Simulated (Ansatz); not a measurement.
Crystal: In.

```
In
1.0
    -1.88253    1.88253    1.88253
     1.88253   -1.88253    1.88253
     1.88253    1.88253   -1.88253
In
1
Direct
  0.00000 0.00000 0.00000
```

This isn't the form of In at room conditions, which is tetragonal.

Base run:

| Property | Result |
| --- | --- |
| Program | Ansatz 0.2.0 |
| Functional | LDA |
| Potentials or basis | Ansatz PAW |
| Cutoff | 420 eV (not typed: the program's choice for these potentials) |
| k mesh | 7 × 7 × 7 |
| Occupations | fermi-dirac, width 0.05 eV |
| Spin | spin-orbit coupling, no magnetisation |

Its results: band gap on the k mesh none (metal or under the smearing width); pressure -3.0 GPa.

**Question.** The run is repeated on the same cell with these changes: functional from LDA to PBEsol. What comes out?

**Answer.** Band gap on the k mesh none (metal or under the smearing width); pressure -1.4 GPa.

PBEsol binds less tightly than LDA, so the same cell stands under more pressure.

Caveats: the PAW data sets come from PBE, with cores solved anew for the run's functional, which leaves a small shift of forces and pressure.
